How much the band gap of cubic boron nitride depends on the functional

Cubic boron nitride is an insulator with the zincblende structure. Here its atoms stay in the same places while the density functional changes. The column "gap on mesh" is the distance in eV from the highest filled to the lowest empty level among the sampled k points. The column "wave cutoff" is the highest kinetic energy of the plane waves, and it too differs between some rows.

Density functional calculations with Ansatz 0.2.0 for cubic boron nitride, using plane waves and PAW potentials, with the atoms and cell held fixed (cubic edge 3.615 Å). All runs use an 8×8×8 k mesh that includes Γ, fixed occupations and no spin polarization.

```
functional  wave cutoff  density cutoff  gap on mesh (eV)
       LDA       420 eV         1680 eV             4.361
    PBEsol       470 eV         1880 eV             4.288
    revPBE       470 eV         1880 eV             4.491
      BLYP       420 eV         1680 eV             4.875
    r2SCAN       500 eV         2000 eV             4.997
```

1. Which functional gives the widest gap, and how much hangs on the choice?

r2SCAN gives the widest gap, 5.00 eV, and PBEsol the narrowest, 4.29 eV. The choice of functional thus moves the gap by about 0.7 eV, or 17% of the smallest value. Since no atom moves, none of this comes from a change of bond length.

2. Does a more elaborate functional always give a wider gap?

No. LDA uses only the local electron density, and the GGAs PBEsol, revPBE and BLYP add its gradient. Yet PBEsol lies slightly below LDA, while revPBE and BLYP lie above it. The three GGAs alone spread over 0.59 eV, about 83% of the whole range. The label "GGA" therefore tells little about the gap until the particular GGA is named.

3. Does a different GGA lift the whole conduction band by the same amount?

It does not, as the orbital energies of the PBEsol and BLYP runs show. The gap of cubic BN is indirect: the valence top lies at Γ, the centre of the Brillouin zone, and the conduction edge at X, on its boundary. Going from PBEsol to BLYP raises the lowest conduction level at Γ by only 0.16 eV relative to the valence top. Half way to X the rise is 0.37 eV, and at the gap edge it is 0.59 eV. BLYP thus changes the shape of the conduction band, and along this line the rise is largest at the gap edge.

4. Why should the level at X respond most?

The likely reason is where its electron would sit. A GGA lowers the exchange energy where the density varies steeply. An electron added at a minimum of the density flattens that variation and loses part of the gain, so the potential there is higher. In the simplest form, with n for the density and c for a positive strength, the gradient part of the exchange energy is

E = −c ∫ |∇n|² / n^(4/3) dV

Its derivative with respect to the density is the potential

v = 2c ∇²n / n^(4/3) − (4c/3) |∇n|² / n^(7/3)

At a density minimum ∇n vanishes and ∇²n is positive, so v is positive, and the small n in the denominator makes it large. In zincblende crystals with short bonds, the conduction state at X is expected to have much of its weight in the open channels between the atoms. The valence top should sit in the dense region around nitrogen, and the conduction state at Γ closer to the atoms than the one at X. The runs used here give the energies of these states, not their shapes. A stronger gradient term should therefore lift X most, which agrees with the pattern along the line from Γ.

The strength of the exchange gradient term at small gradients grows from PBEsol through revPBE to BLYP, and so does the gap. BLYP also uses a different correlation functional, so neither its lead over revPBE nor the uneven rise from Γ to X can be credited to exchange alone. Diamond, with the same bonding network and a conduction edge near X, is the neighbouring case where the same order would be the natural first guess.

5. Why, then, is PBEsol below LDA, which has no gradient term at all?

Correlation has a gradient term too, and it works against exchange. For small gradients the balance follows from the definition of the functional. Let μ be the strength of the exchange term and β that of the correlation term; for PBEsol they are 10/81 and 0.046. The net strength is

μ − π²β/3 = 10/81 − π² × 0.046/3 = 0.123 − 0.151 = −0.028

The negative sign means that correlation wins slightly, which would push the gap below that of LDA, as the table has it. In revPBE the two terms nearly cancel at small gradients, and exchange wins at larger ones, in line with a gap above LDA. The estimate gives a direction, not a size in eV, and it uses no row of the table. It remains a tentative explanation, because real crystals also contain larger gradients and the dip is only 0.07 eV between runs with different cutoffs.

6. What is different about r2SCAN?

r2SCAN also uses the kinetic energy density of the orbitals, so its potential acts on each orbital through an extra operator. Such an operator can separate filled from empty states in a way that a plain local potential can't, and it usually widens gaps. The result here fits that rule, but BLYP, which has no such operator, comes within 0.12 eV. A wide gap alone is therefore no sign that a functional contains this physics.

7. What would change if each functional chose its own cell?

The comparison would then mix two effects, the functional and the volume. At the common cell PBEsol gives a pressure of −2.9 GPa and would contract, whereas revPBE gives +7.6 GPa and would expand. With a bulk modulus of roughly 400 GPa, the cell edge would shrink by about 0.2% in the first case and grow by about 0.6% in the second. To learn what a functional does to the bands, keep the cell fixed; to predict the properties of the relaxed crystal, relax it and report both steps.

8. Which digits can be trusted, and what should be done about the rest?

The third decimal describes the run, not the material. Differences at equal cutoff are the safest: BLYP exceeds LDA by 0.51 eV, and revPBE exceeds PBEsol by 0.20 eV. The order of LDA and PBEsol should be checked at one common, higher cutoff before anything is built on it. The mesh is a lesser worry, since it contains both Γ and X.

Against experiment, even the first digit is wrong. The measured gap is roughly 6 eV or somewhat more, so r2SCAN falls short by at least about 1 eV and PBEsol by about 1.7 eV. For LDA and the GGAs this is the familiar fault of a potential that doesn't jump when an electron is added; r2SCAN repairs only part of it. Vibrations, absent here, narrow the real gap, so allowing for them would make the shortfall larger. Where the absolute gap matters, use a hybrid functional or a GW calculation instead of picking the semilocal functional with the largest number.

The output below lists the differences and the estimates used in these answers.

Output of the analysis:

```
Gap relative to LDA:
     row  gap_eV  gap_minus_LDA_eV
     LDA   4.361                 0
  PBEsol   4.288            -0.073
  revPBE   4.491              0.13
    BLYP   4.875             0.514
  r2SCAN   4.997             0.636
Span of all five gaps (eV): 0.709
Span as percentage of the smallest gap (%): 16.53
BLYP minus PBEsol, spread of the three GGAs and rise at the gap edge (eV): 0.587
Spread of the three GGAs as share of the whole span (%): 82.79
revPBE minus PBEsol, same cutoff (eV): 0.203
BLYP minus revPBE (eV): 0.384
r2SCAN minus BLYP (eV): 0.122
Direct gap at Gamma in PBEsol (eV): 8.769
Direct gap at Gamma in BLYP (eV): 8.925
Rise PBEsol to BLYP at Gamma (eV): 0.1555
Rise one quarter of the way to X (eV): 0.2406
Rise half way to X (eV): 0.3716
Rise three quarters of the way to X (eV): 0.5285
Rise at L, off this line (eV): 0.2726
Rise at the gap edge divided by rise at Gamma: 3.776
Net gradient coefficient of PBEsol, exchange less correlation: -0.02788
Net gradient coefficient of revPBE, exchange less correlation: -0.0004212
Rough change of cell edge on relaxing in PBEsol (%): -0.2414
Rough change of cell edge on relaxing in revPBE (%): 0.6304
Shortfall of r2SCAN from a rough 6 eV (eV): 1.003
Shortfall of PBEsol from a rough 6 eV (eV): 1.712
```
